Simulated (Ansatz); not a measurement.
# Do the potentials matter? V_N in Si3N4 (P6_3/m), part 2 of 2

Question: how much does the pseudopotential files change the (+1/0) level of V_N in Si3N4 (P6_3/m), and what does each choice cost? Model: a cell of 126 host atoms with 1 N taken out.

Ansatz 0.2.0; plane-wave DFT; relaxations with PBEsol, then single points with PBEsol, on supercells at fixed charge in a uniform background.

So far: Starting point; Relaxing both charge states, PBEsol.

### Step 3. First setting: soft PAW, 420 eV

Total energies have another zero for each set of files, but a level against the valence top must not depend on them. The spread measures the error of the potentials and cutoffs, not that of the functional or the cell.

qp1.fdefault/input.yaml reads:

```yaml
crystal:
  checkpoint: "../qp1.relax.run"
  host: checkpoint
total_charge: 1
basis:
  ecutwfc: 420
  xc_grid: 2
hamiltonian:
  xc: pbesol
  pseudopotentials: { kind: paw, azcp: { folder: soft_1 }, xc_functional: pbe }
kpoints:
  mp_grid: { grid: [1, 1, 1], shift: [0.25, 0.25, 0.25] }
scf:
  occupations: { method: fixed }
  max_iter: 80
output:
  forces: true
  charged_corrections:
    epsilon: [4.29, 4.29, 4.37]
    static_epsilon: [8.29, 8.29, 8.25]
    defect_position: [0.576408, 0.453209, 0.583333]
  eigenvalues: true
checkpoint:
  write: "../qp1.fdefault.run"
  compress: false
  write_wavefunctions: false
  write_every: 100000
```

On the command line:

```console
ansatz run input.yaml --threads 8 --pin off --max-ram 18841MiB --backend cpu --events-out ev --progress --plain --runs-dir out
```

Numbers of over 12 decimals in the logs are rounded to 6 here.

Log:

```text
[...]
crystal.checkpoint: the structure is that of <dir>, a `relax` run, at its step 7: its result, under pbesol at a charge of 1 e; 125 atoms read, 0 with a starting moment; no density is read with it (checkpoint.read); crystal.structure_sha256 for this input is
[...]
Crystal: 125 atoms, lattice volume = 1318.628 Å³
Basis set: ecut = 420 eV, 25805 PW (Γ), exchange–correlation on 180×180×120 points (8 copies of the dense FFT grid, shifted against one another)
Bands: 410, of which v1, the nominal top of the filled ones, is band 285 counted from 1 (284 counted from 0)
Symmetry: 1 space group operations
[...]
k-points: 1
[...]
SCF iter   1: F=—  HF=-60686.943308 eV  |F-HF|=—  |Δ(HF+E_count)|=         —  Δρ=1.48e-1  dr2=3.07e2  ethr=3.10e-3  ⟨swp⟩=5.0  Hψ=1495  notcnv=0  defer=123
[...]
SCF iter   3: F=—  HF=-60590.948014 eV  |F-HF|=—  |Δ(HF+E_count)|=    3.16e0  Δρ=2.39e-2  dr2=4.16e0  ethr=3.04e-3  ⟨swp⟩=1.0  Hψ=291  notcnv=0  defer=43
automatic band count: iteration 3 solves 330 bands in place of 410: the levels show a gap, and the empty bands left out lie too high to hold charge; the band table lists the bands solved (type scf.n_extra_bands for more)
SCF iter   4: F=—  HF=-60590.316759 eV  |F-HF|=—  |Δ(HF+E_count)|=   6.31e-1  Δρ=2.40e-3  dr2=8.40e-2  ethr=7.29e-4  ⟨swp⟩=3.0  Hψ=570  notcnv=0  defer=43
[...]
SCF iter  11: F=-60590.353849 eV  HF=-60590.353849 eV  |F-HF|=5.33e-8  |Δ(HF+E_count)|=   1.80e-7  Δρ=2.49e-6  dr2=7.46e-8  ethr=1.75e-11  ⟨swp⟩=17.0  Hψ=1839  notcnv=0
SCF 1 converged in 11 iterations: F = -60590.353849 eV  dr2 = 7.46e-8
[...]
SCF converged after 11 iterations
Free energy (F): -60590.353849 eV
[...]
Internal energy: -60590.353849 eV  (E = F + TS)
E sigma→0 (E₀):  -60590.353849 eV
Fermi energy:    7.840826 eV
[...]
--- Forces (eV/Å), atoms counted from 1 ---
  atom   1  Si    -0.00153170    -0.00278809    -0.00111214
  atom   2  Si     0.00146167     0.00104250    -0.00182500
  [... 53 atoms left out ...]
  atom  56  Si     0.00824902    -0.00980054    -0.00051669
  [... 2 atoms left out ...]
  atom  59  Si     0.00566004    -0.00913578    -0.00097483
  [... 2 atoms left out ...]
  atom  62  N      0.00378391    -0.00238102    -0.00038077
  [... 3 atoms left out ...]
  atom  66  N     -0.00622552     0.00645147    -0.00374116
  [... 7 atoms left out ...]
  atom  74  N     -0.00365608     0.00092645    -0.00020281
  [... 6 atoms left out ...]
  atom  81  N      0.00738969     0.00254348    -0.00898755
  [... 18 atoms left out ...]
  atom 100  Si     0.00861968    -0.01133531     0.00479846
  [... 6 atoms left out ...]
  atom 107  N     -0.00703311     0.00374364     0.00227464
  [... 7 atoms left out ...]
  atom 115  N     -0.00402473     0.00125281    -0.00080548
  [... 6 atoms left out ...]
  atom 122  N      0.00748449     0.00217048     0.00986421
  [... 3 atoms left out ...]
  max |Σ_I F_I| component: 2.05e-5 eV/Å
[...]
F Makov-Payne    = n/a  (the rows are of the electrons' constant alone; ansatz place-levels tells what screens the charge)
[...]
--- Band table (eV) ---
[...]
```

Elapsed: 25 s, on 8 threads of Arm Neoverse V1, shared host; peak memory 2.8 GiB; 3.1 min of CPU time.

In the SCF lines HF is the Harris–Foulkes energy and dr2 the Hartree energy of the density residual, in eV; the loop may stop once dr2 is under the threshold and the program's other checks hold. Hψ counts applications of the Hamiltonian.

Both charges and the host at this setting go to place-levels, which corrects for the image charge and aligns the potentials.

levels.fdefault.yaml reads:

```yaml
host:
  run: host.fdefault.run
states: [q0_M1.fdefault.run, qp1.fdefault.run]
geometry_from:
  q0_M1.fdefault.run: q0_M1.relax.run
  qp1.fdefault.run: qp1.relax.run
  host.fdefault.run: host.relax.run
```

On the command line:

```console
ansatz place-levels levels.fdefault.yaml -- --threads 8 --pin off --max-ram 18841MiB
```

Log:

```text
(+1/0) 1.642 eV above the valence edge, 2.544 eV under the conduction edge
  edges by pbesol, gap 4.186 eV; the host is sampled to repeats of 15.83 Å
  the defect's cells are sampled to repeats of 15.83 Å, like sampling
  charge +1: -60590.2198 eV with its correction of +0.134 eV, at epsilon [8.29, 8.29, 8.25], aligned at sites: -0.0843 eV, mean over 93 atomic sites at or beyond 4.37 Å from the defect at [0.5764, 0.4532, 0.5833], with +0.005010 for the charge's moments and [...]
  charge 0: +0.000 eV for its dipole among its images, +0.000 omitted
  of states[1] (qp1.fdefault.run): how wide its charge is, is not read beside other atoms or cores, and a band state would take no correction. [...]
```

Run time: 0.23 s. Hardware: 8 threads.

At this setting the gap is 4.186 eV and (+1/0) lies 1.642 eV above the valence top.

### Step 4. The other settings

In the defect's inputs only the studied keys change. One input of each further setting:

qp1.fhard/input.yaml, as its differences from qp1.fdefault/input.yaml of step 3:

```diff
@@ -5,3 +5,3 @@
 basis:
-  ecutwfc: 420
+  ecutwfc: 950
   xc_grid: 2
@@ -9,3 +9,3 @@
   xc: pbesol
-  pseudopotentials: { kind: paw, azcp: { folder: soft_1 }, xc_functional: pbe }
+  pseudopotentials: { kind: paw, source: ansatz }
 kpoints:
@@ -23,3 +23,3 @@
 checkpoint:
-  write: "../qp1.fdefault.run"
+  write: "../qp1.fhard.run"
   compress: false
```

qp1.fnc/input.yaml, as its differences from qp1.fhard/input.yaml of step 4:

```diff
@@ -5,3 +5,3 @@
 basis:
-  ecutwfc: 950
+  ecutwfc: 1200
   xc_grid: 2
@@ -9,3 +9,3 @@
   xc: pbesol
-  pseudopotentials: { kind: paw, source: ansatz }
+  pseudopotentials: { kind: nc }
 kpoints:
@@ -23,3 +23,3 @@
 checkpoint:
-  write: "../qp1.fhard.run"
+  write: "../qp1.fnc.run"
   compress: false
```

Norm-conserving, 1200 eV: its level rests on band edges found in another way, so it is left out of the table.

### Step 5. Result against cost

Times of the states on 8 threads of Arm Neoverse V1, shared host; the host is run again at each setting:

| pseudopotential files | gap (eV) | (+1/0) above the valence top (eV) | under the conduction bottom (eV) | level less that at harder PAW, 950 eV (meV) | time, both charge states | time, host and placing | peak memory of a state (GiB) |
| --- | --- | --- | --- | --- | --- | --- | --- |
| soft PAW, 420 eV | 4.186 | 1.642 | 2.544 | 11 | 83 s | 6.9 min | 5.1 |
| harder PAW, 950 eV | 4.177 | 1.631 | 2.546 | 0 | 8.1 min | 38 min | 14.7 |

### Step 6. What came out

| Item | Value |
| --- | --- |
| (plus 1/0) level, soft PAW, 420 eV | 1.64 eV |
| (plus 1/0) level, harder PAW, 950 eV | 1.63 eV |

What this shows: Over the settings in the table the level spans 0.011 eV; soft PAW, 420 eV lies within 0.02 eV of the reference (harder PAW, 950 eV, 1.63 eV); soft PAW, 420 eV takes 17 % of its time for the two charge states. Only the charges 0 and +1 were run, each from one start, so (+1/0) need not be a change between stable states. Left out of the table: norm-conserving, 1200 eV (1.62 eV), placed on band edges found in another way than the rows above. Keep in mind: one k-point off the zone centre stands for the whole zone; the images are only 8.7 Å apart; PBEsol makes the gap too small and tends to spread out bound carriers.

[Logs are printed without paths, hosts, clocks, repeated set-up lines and the standing remarks that a program may print on its own settings, such as how far it seeks lower states.]

[Hosts, paths, dates, database ids (printed as entryN), source tags and the programs' standing remarks are cut or masked in the printed files.]

[Where a table of states has a column of steps, it counts the stored structures, which are thinned; the runs took as many ionic steps or more.]

[For some hosts the program warned that the k-mesh of the response run may be too coarse for force constants and the static dielectric constant; such warnings are not shown here.]
